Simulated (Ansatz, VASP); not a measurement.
## Si7Ge: VASP beside Ansatz

Contents of POSCAR:

```
Si7Ge
1.0
    5.4653950700      0.0000000000      0.0000000000
    0.0000000000      5.4653950700      0.0000000000
    0.0000000000      0.0000000000      5.4653950700
Si Ge
7 1
Direct
    0.2526152100      0.2526152100      0.2526152100
    0.0000000000      0.5000000000      0.5000000000
    0.5000000000      0.5000000000      0.0000000000
    0.5000000000      0.0000000000      0.5000000000
    0.7473847900      0.2526152100      0.7473847900
    0.7473847900      0.7473847900      0.2526152100
    0.2526152100      0.7473847900      0.7473847900
    0.0000000000      0.0000000000      0.0000000000
```

INCAR.step1

```
PREC = Accurate
ENCUT = 520
ISMEAR = 0
SIGMA = 0.1
LREAL = False
LASPH = True
NELM = 60
NBANDS = 31
GGA = PE
ALGO = Normal
EDIFF = 1E-4
LWAVE = True
LCHARG = False
```

File INCAR.step2:

```
PREC = Accurate
ENCUT = 520
EDIFF = 1E-7
ISMEAR = 0
SIGMA = 0.1
LREAL = False
LASPH = True
NELM = 60
ALGO = Normal
ISIF = 2
LWAVE = False
LCHARG = False
METAGGA = R2SCAN
LMIXTAU = True
NBANDS = 31
ISTART = 1
```

Contents of KPOINTS:

```
regular mesh
0
Gamma
  4 4 4
```

Input for Ansatz:

```yaml
crystal:
  lattice:
    - [5.46539507, 0.0, 0.0]
    - [0.0, 5.46539507, 0.0]
    - [0.0, 0.0, 5.46539507]
  atoms:
    - { symbol: Si, position: [0.25261521, 0.25261521, 0.25261521] }
    - { symbol: Si, position: [0.0, 0.5, 0.5] }
    - { symbol: Si, position: [0.5, 0.5, 0.0] }
    - { symbol: Si, position: [0.5, 0.0, 0.5] }
    - { symbol: Si, position: [0.74738479, 0.25261521, 0.74738479] }
    - { symbol: Si, position: [0.74738479, 0.74738479, 0.25261521] }
    - { symbol: Si, position: [0.25261521, 0.74738479, 0.74738479] }
    - { symbol: Ge, position: [0.0, 0.0, 0.0] }
basis:
  ecutwfc: 500
kpoints:
  mp_grid: { grid: [4, 4, 4] }
hamiltonian:
  xc: r2scan
scf:
  occupations: { method: gaussian, width: 0.1 }
output:
  forces: true
  stress: true
  eigenvalues: true
```

The cell comes from a database or a generator and needn't be the stable form of this composition.

Alike in both runs: task single point; functional r2SCAN; k mesh 4 × 4 × 4; occupations gaussian, width 0.1 eV; no spin polarisation.

```csv
,VASP,Ansatz
version,VASP 6.6.1,Ansatz 0.2.0
potentials or method,"VASP PAW PBE potentials, release 64 (Si, Ge_d)","scalar-relativistic, plane waves, PAW"
plane-wave cutoff (eV),520,500
valence electrons in the cell,42,42
```

VASP gave:

* gap on the k mesh at the Fermi level (eV): 0.59
* least direct gap on the mesh (eV): 0.59
* pressure (GPa): 0.0
* rms of the force components (eV/Å): 0.005

**Question.** Estimate Ansatz's values.

**Answer.** gap on the k mesh at the Fermi level (eV): 0.58; least direct gap on the mesh (eV): 0.58; pressure (GPa): 0.2; rms of the force components (eV/Å): 0.012.

Atom by atom the forces differ by 0.007 eV/Å (rms over components).

Caveats: the PAW data sets were made with another functional, which shifts forces and pressure a little (VASP). A k mesh can miss the band edges. r2SCAN opens gaps a little over a GGA but as a rule still falls short of measured ones.
